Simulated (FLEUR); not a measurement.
# P under changes of volume

One of the cells (20.458 Å³/atom); the others are scaled copies at fixed shape and fractional positions:

```
P
1.0
     1.64774   -5.46504    0.00000
     1.64774    5.46504    0.00000
     0.00000    0.00000    4.54364
P
4
Direct
  0.90414 0.09586 0.58882
  0.09586 0.90414 0.41118
  0.59586 0.40414 0.08882
  0.40414 0.59586 0.91118
```

* Program: FLEUR MaX-R8.1 (later development tree)
* Functional: PBEsol
* Potentials or basis: all-electron
* Basis: FLAPW
* Kmax: 5.24 1/bohr
* k mesh: 8 × 8 × 6
* Occupations: fermi-dirac, width 0.05 eV
* Spin: no spin polarisation

| volume (Å³/atom) | energy over the lowest point (meV/atom) | gap on the mesh (eV) |
| --- | --- | --- |
| 19.230 | 14.58 | 0.05 |
| 19.639 | 5.19 | 0.04 |
| 20.049 | ? | ? |
| 20.458 | 0.00 | 0.01 |
| 20.867 | 3.29 | 0.04 |
| 21.276 | 9.97 | 0.08 |
| 21.685 | 19.70 | 0.12 |

Task: What does the run at 20.049 Å³/atom give?

Result: Energy over the lowest point 0.49 meV/atom; gap on the mesh 0.02 eV.

Worked out: A Birch-Murnaghan fit of order 3 (a polynomial in V^(-2/3)) to the other rows has its minimum at 20.30 Å³/atom with B0 = V·E''(V) = 76 GPa and B' = 4.3 at fixed shape and positions, which overstates the stiffness. It gives 0.48 meV/atom at 20.049 Å³/atom, against the run's 0.49.

Energies are extrapolated to zero smearing.

A mesh can miss the band edges.
